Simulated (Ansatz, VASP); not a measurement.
## One calculation of Ge, two programs

```
CELL_PARAMETERS angstrom
4.07486 0.00000 0.00000
-2.03743 3.52893 0.00000
0.00000 0.00000 7.32089
ATOMIC_POSITIONS crystal
Ge 0.66667 0.33333 0.02502
Ge 0.33333 0.66667 0.52502
Ge 0.66667 0.33333 0.47498
Ge 0.33333 0.66667 0.97498
```

Alike in both runs: task single point; functional PBEsol; k mesh 12 × 12 × 6; occupations gaussian, width 0.1 eV; no spin polarisation.

```csv
,VASP,Ansatz
version,VASP 6.6.1,Ansatz 0.2.0
potentials or method,"VASP PAW PBE potentials, release 64 (Ge_d)","scalar-relativistic, plane waves, PAW"
plane-wave cutoff (eV),520,420
valence electrons in the cell,56,56
```

|  | VASP | Ansatz | Ansatz less VASP |
| --- | --- | --- | --- |
| gap on the k mesh at the Fermi level (eV) | none | none | - |
| pressure (GPa) | -1.3 | -1.2 | +0.18 |
| largest component of the traceless stress (GPa) | 4.53 | 4.61 | +0.073 |
| rms of the force components (eV/Å) | 0.833 | 0.837 | +0.0037 |

Atom by atom the forces differ by 0.004 eV/Å (rms over components). A gap of «none» marks a metal or a gap that the smearing closes. With one functional, cell and mesh, what is left measures potentials, basis and numerics.

Caveats: the PAW data sets were made with another functional, which shifts forces and pressure a little (VASP).
